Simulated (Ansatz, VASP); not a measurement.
One calculation of ZrB2, two programs

The input INCAR:

```
PREC = Accurate
ENCUT = 600
EDIFF = 1E-6
ISMEAR = -1
SIGMA = 0.05
LREAL = F
LASPH = T
NELM = 60
ALGO = Normal
ISIF = 3
LWAVE = F
LCHARG = F
GGA = PE
IBRION = 2
NSW = 60
EDIFFG = -0.01
```

File KPOINTS:

```
Automatic mesh
0
Gamma
  10 10 8
```

File POSCAR:

```
ZrB2
1.0
    3.1700000000      0.0000000000      0.0000000000
   -1.5850000000      2.7453005300      0.0000000000
    0.0000000000      0.0000000000      3.5330000000
Zr B
1 2
Direct
    0.0000000000      0.0000000000      0.0000000000
    0.6666666667      0.3333333333      0.5000000000
    0.3333333333      0.6666666667      0.5000000000
```

File input.yaml:

```yaml
crystal:
  lattice:
    - [3.17, 0.0, 0.0]
    - [-1.585, 2.74530053, 0.0]
    - [0.0, 0.0, 3.533]
  atoms:
    - { symbol: Zr, position: [0.0, 0.0, 0.0] }
    - { symbol: B, position: [0.6666666667, 0.3333333333, 0.5] }
    - { symbol: B, position: [0.3333333333, 0.6666666667, 0.5] }
hamiltonian:
  xc: pbe
  pseudopotentials: { kind: paw }
kpoints:
  mp_grid: { grid: [10, 10, 8] }
scf:
  occupations: { method: fermi_dirac, width: 0.05 }
output:
  forces: true
  stress: true
relax:
  f_tol: 0.01
  max_steps: 40
  cell: { stress_tol: 0.05 }
```

Alike in both runs: task relaxation of cell and atoms; functional PBE; k mesh 10 × 10 × 8; occupations fermi-dirac, width 0.05 eV; no spin polarisation.

|  | VASP | Ansatz |
| --- | --- | --- |
| version | VASP 6.6.1 | Ansatz 0.2.0 |
| potentials or method | VASP PAW PBE potentials, release 64 (Zr_sv, B) | Ansatz PAW |
| plane-wave cutoff (eV) | 600 | 420 |
| valence electrons in the cell | 18 | 18 |

VASP gave:

```
relaxed volume (Å³/atom)                                     : 10.29
relaxed cell length with the largest relative difference (Å) : 3.547
```

Task: Estimate Ansatz's values.

Result: Relaxed volume (Å³/atom): 10.28; relaxed cell length with the largest relative difference (Å): 3.546.

Caveats: the plane-wave basis is chosen anew once the cell has moved, so the energies of steps on either side of that aren't comparable (Ansatz). PBE usually gives volumes a little too large and moduli too small. Zero-point motion and thermal expansion aren't in these numbers.
